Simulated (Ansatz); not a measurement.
W:

```
W
1.0
     0.00000    2.03000    2.03000
     2.03000    0.00000    2.03000
     2.03000    2.03000    0.00000
W
1
Direct
  0.00000 0.00000 0.00000
```

This isn't the form of W at room conditions, which is bcc.

Base run:

```yaml
Program: Ansatz 0.2.0
Functional: PBEsol
Potentials_or_basis: Ansatz PAW
Cutoff: "420 eV (not typed: the program's choice for these potentials)"
k_mesh: 11 × 11 × 11
Occupations: fermi-dirac, width 0.05 eV
Spin: no spin polarisation
```

Its results: band gap on the k mesh none (metal or under the smearing width); pressure -12.7 GPa.

Task: The run is repeated on the same cell with these changes: spin from no spin polarisation to spin-orbit coupling, no magnetisation; potential files from those of the base run to others of the same set. What comes out?

Result: Band gap on the k mesh none (metal or under the smearing width); pressure -12.2 GPa.

Caveats: the PAW data sets come from PBE, with cores solved anew for the run's functional, which leaves a small shift of forces and pressure; spin-orbit coupling is left out, which moves the levels of the heavy elements (some runs).
